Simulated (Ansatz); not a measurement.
Ansatz input file:

```yaml
crystal:
  lattice:
    - [0.0, 2.3838375406, 2.3838375406]
    - [2.3838375406, 0.0, 2.3838375406]
    - [2.3838375406, 2.3838375406, 0.0]
  atoms:
    - { symbol: Cd, position: [0.0, 0.0, 0.0] }
    - { symbol: O, position: [0.5, 0.5, 0.5] }
basis:
  ecutwfc: 420
kpoints:
  mp_grid: { grid: [16, 16, 16] }
  band_path:
    path:
      - [[0.0, 0.0, 0.0], [0.5, 0.0, 0.5], [0.625, 0.25, 0.625]]
      - [[0.375, 0.375, 0.75], [0.0, 0.0, 0.0], [0.5, 0.5, 0.5], [0.5, 0.25, 0.75], [0.5, 0.0, 0.5]]
    npoints: 10
hamiltonian:
  xc: pbe
scf:
  occupations: { method: gaussian, width: 0.1 }
output:
  forces: true
  stress: true
  eigenvalues: true
  populations: true
  dos: { projected: true, de: 0.02 }
  bader: false
  write_density: true
  write_potential: true
  elf: true
  volumetric_format: npy
magnetization:
  noncollinear: true
  spin_orbit: true
```

Command:
```bash
ansatz run input.yaml --threads 1 --pin off --max-ram 2560MiB --backend cpu --events-out ev --progress --plain --runs-dir out
```

All numbers below come from Ansatz 0.2.0, DFT PBE, spin-orbit coupling, plane waves, PAW.

Abridged output (final results; tables in files aren't shown):

```
SCF 1 converged in 7 iterations: F = -8824.124954 eV  dr2 = 6.36e-10
SCF converged after 7 iterations
Magnetization: |M| = 0.0000 μB, M = (+0.0000, +0.0000, +0.0000) μB
Absolute magnetization: 0.0000 μB (∫|m|)
  site 0: m = (+0.0000, +0.0000, +0.0000) μB, |m| = 0.0000 μB  (R = 0.98 Å)
  site 1: m = (+0.0000, +0.0000, +0.0000) μB, |m| = 0.0000 μB  (R = 0.98 Å)
Free energy (F): -8824.124954 eV
Harris-Foulkes:  -8824.124954 eV  (|F-HF|=9.02e-10)
Internal energy: -8824.124383 eV  (E = F + TS)
E sigma→0 (E₀):  -8824.124669 eV
Entropy (-TS):   -0.000571 eV (-0.285 meV/atom)
Fermi energy:    11.932103 eV
--- Per-component energies (eV) ---
  E_band       = -372.629213
  E_kinetic    = 678.768970
  E_local      = -3112.713538  (includes V_loc(G=0)·N_el)
  E_nonlocal   = 81.857355
  E_hartree    = 1436.106608
  E_xc         = -249.935182
  E_vxc        = -315.036767  (∫ρ·V_xc dr)
  E_paw        = -4244.501673  (= ΣΔE_a)
  E_vpaw       = -577.720181  (= ΣTr[D̂ρ^β])
  E_aug_tail   = 0.002373  (compensation charges beyond the density's cutoff)
  E_ewald      = -3413.709296
  E_smearing   = -0.000571  (= −TS)
--- Forces (eV/Å), atoms counted from 1 ---
  atom   1  Cd     0.00000000     0.00000000     0.00000000
  atom   2  O      0.00000000     0.00000000     0.00000000
--- Stress (GPa, compression-positive) ---
       -0.029991       0.000000       0.000000
        0.000000      -0.029991       0.000000
        0.000000       0.000000      -0.029991
  P = ⅓ Tr σ = -0.0300 GPa (-0.300 kbar)
--- Band table (eV; the first three rows and the last of 145) ---
  k-point 0: bands = ["-88.5169", "-88.5169", "-53.6475", "-53.6475", "-47.8370", "-47.8370", "-47.8370", "-47.8370", "-5.2061", "-5.2061", "4.8945", "4.8945", "4.8945", "4.8945", "5.4856", "5.4856", "5.6812", "5.6812", "5.6812", "5.6812", "10.6011", "10.6011", "10.6642", "10.6642", "10.6642", "10.6642", "11.3532", "11.3532", "26.3314", "26.3314", "28.5429", "28.5429", "28.5429", "28.5429"]
  k-point 1: bands = ["-88.5169", "-88.5169", "-53.6477", "-53.6477", "-47.8375", "-47.8375", "-47.8371", "-47.8371", "-5.1815", "-5.1815", "4.8883", "4.8883", "4.8931", "4.8931", "5.4878", "5.4878", "5.6490", "5.6490", "5.6716", "5.6716", "10.1437", "10.1437", "10.6736", "10.6736", "10.7113", "10.7113", "11.9077", "11.9077", "25.8625", "25.8625", "27.6821", "27.6821", "28.2131", "28.2131"]
  k-point 2: bands = ["-88.5168", "-88.5168", "-53.6482", "-53.6482", "-47.8387", "-47.8387", "-47.8374", "-47.8374", "-5.1105", "-5.1105", "4.8641", "4.8641", "4.8815", "4.8815", "5.4904", "5.4904", "5.5657", "5.5657", "5.6537", "5.6537", "9.4926", "9.4926", "10.8154", "10.8154", "10.8439", "10.8439", "12.7299", "12.7299", "24.6234", "24.6234", "26.9848", "26.9848", "27.4449", "27.4449"]
  k-point 144: bands = ["-88.5159", "-88.5159", "-53.6531", "-53.6531", "-47.8475", "-47.8475", "-47.8447", "-47.8447", "-4.5320", "-4.5320", "4.7402", "4.7402", "5.1103", "5.1103", "5.3364", "5.3364", "5.7559", "5.7559", "6.2223", "6.2223", "9.0385", "9.0385", "9.0717", "9.0717", "10.0699", "10.0699", "17.6023", "17.6023", "20.5022", "20.5022", "20.6600", "20.6600", "22.3099", "22.3099"]
--- Löwdin populations: 2 sites ---
  site symbol q [e]
     0     Cd     18.6538
     1      O      7.1654
  spilling = 0.006951 (of n_electrons = 26.000000)
```

Self-consistency was reached.

Time: 37 s on 1 thread of Arm Neoverse V1 (shared host), peak memory 0.48 GiB.